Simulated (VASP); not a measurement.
Wanted: the native input for a VASP 6.6.1 run.

* Task: band structure
* Functional: r2SCAN0
* Potentials or basis: VASP PAW PBE potentials, release 64 (Al)
* Cutoff: 520 eV
* k mesh: 6 × 6 × 6
* Occupations: fermi-dirac, width 0.05 eV
* Spin: no spin polarisation
* Grid for exact exchange (PRECFOCK): Fast
* Exchange at q = 0: truncated
* Further INCAR settings: ALGO = Normal; EDIFF = 1e-07

Al:

```
Al
1.0
     0.00000    2.02481    2.02481
     2.02481    0.00000    2.02481
     2.02481    2.02481    0.00000
Al
1
Direct
  0.00000 0.00000 0.00000
```

These files were run (other wordings do the same):

POSCAR

```
Al
1.0
    0.0000000000      2.0248050000      2.0248050000
    2.0248050000      0.0000000000      2.0248050000
    2.0248050000      2.0248050000      0.0000000000
Al
1
Direct
    0.0000000000      0.0000000000      0.0000000000
```

INCAR.step1

```
SYSTEM = Al
  ALGO = Normal
  EDIFF = 1E-5
  ENCUT = 520
  GGA = PE
  ISIF = 2
  ISMEAR = -1
  LASPH = .True.
  LCHARG = .False.
  LREAL = .False.
  LWAVE = .True.
  NELM = 100
  PREC = Accurate
  SIGMA = 0.05
```

INCAR.step2

```
SYSTEM = Al
  AEXX = 0.25
  ALGO = Normal
  EDIFF = 1E-7
  ENCUT = 520
  HFRCUT = -1
  ISIF = 2
  ISMEAR = -1
  ISTART = 1
  LASPH = .True.
  LCHARG = .False.
  LHFCALC = .True.
  LMIXTAU = .True.
  LREAL = .False.
  LWAVE = .False.
  METAGGA = R2SCAN
  NELM = 100
  PREC = Accurate
  PRECFOCK = Fast
  SIGMA = 0.05
```

KPOINTS

```
k-points
0
Gamma
  6 6 6
  0 0 0
```

KPOINTS_OPT

```
path GXWKGLUWLK,UX
12
line-mode
reciprocal
 0.0000000000  0.0000000000  0.0000000000  G
 0.5000000000  0.0000000000  0.5000000000  X

 0.5000000000  0.0000000000  0.5000000000  X
 0.5000000000  0.2500000000  0.7500000000  W

 0.5000000000  0.2500000000  0.7500000000  W
 0.3750000000  0.3750000000  0.7500000000  K

 0.3750000000  0.3750000000  0.7500000000  K
 0.0000000000  0.0000000000  0.0000000000  G

 0.0000000000  0.0000000000  0.0000000000  G
 0.5000000000  0.5000000000  0.5000000000  L

 0.5000000000  0.5000000000  0.5000000000  L
 0.6250000000  0.2500000000  0.6250000000  U

 0.6250000000  0.2500000000  0.6250000000  U
 0.5000000000  0.2500000000  0.7500000000  W

 0.5000000000  0.2500000000  0.7500000000  W
 0.5000000000  0.5000000000  0.5000000000  L

 0.5000000000  0.5000000000  0.5000000000  L
 0.3750000000  0.3750000000  0.7500000000  K

 0.6250000000  0.2500000000  0.6250000000  U
 0.5000000000  0.0000000000  0.5000000000  X
```

Potentials or basis: VASP PAW PBE potentials, release 64 (Al).

Run with:

```console
$ cat potpaw_PBE.64/Al/POTCAR > POTCAR
$ cp INCAR.step1 INCAR
$ mpirun -np 1 vasp_std > vasp.out
$ cp INCAR.step2 INCAR
$ mpirun -np 1 vasp_std > vasp.out
```

It gave:

| Quantity | Value |
| --- | --- |
| Pressure | -3.2 GPa |
| Band gap along the path | none (metal or under the smearing width) |

Caveat: the k mesh is coarse (spacing up to 0.45 Å⁻¹), so the values aren't converged, least of all with exact exchange; the PAW data sets were made with another functional, which shifts forces and pressure a little.

Run time: 3.9 min on 1 thread of Intel(R) Xeon(R) Platinum 8259CL CPU @ 2.50GHz (Skylake/Cascade Lake), with other jobs on the host, peak memory 0.16 GiB.
